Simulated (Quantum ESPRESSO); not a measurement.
# NiO under changes of volume

One of the cells (9.257 Å³/atom); the others are scaled copies at fixed shape and fractional positions:

```
Ni O
1.0
     0.00000    2.09972    2.09972
     2.09972    0.00000    2.09972
     2.09972    2.09972    0.00000
Ni O
1 1
Cartesian
  0.0000 0.0000 0.0000
  2.0997 2.0997 2.0997
```

- Program: Quantum ESPRESSO 7.5
- Functional: PBE
- Potentials or basis: SSSP 1.3 efficiency PBE
- Cutoff: 748 eV
- Density cutoff: 5987 eV
- k mesh: 11 × 11 × 11
- Occupations: fermi-dirac, width 0.05 eV
- Spin: collinear spin, ferromagnetic start
- Starting moments: [1.0, 0.0] μB

```tsv
volume (Å³/atom)	energy over the lowest point (meV/atom)	pressure (GPa)	moment (μB per cell)
8.531	?	?	?
8.713	22.99	7.1	0.42
8.894	17.57	2.5	0.46
9.257	25.86	-5.6	0.00
9.439	0.00	-3.4	1.62
9.620	45.24	-12.0	0.00
```

Q: What does the run at 8.531 Å³/atom give?

A: Energy over the lowest point 34.16 meV/atom; pressure 12.3 GPa; moment 0.41 μB per cell.

The energies don't lie on one smooth curve, so no fit is given. The run at 9.439 Å³/atom lies farthest off; its moment of 1.62 μB against 0.00 to 0.46 μB shows that it ended in another magnetic state.

Energies are extrapolated to zero smearing.

Caveats: a cell with one magnetic atom can't hold antiferromagnetic order, which such compounds often take (some runs).
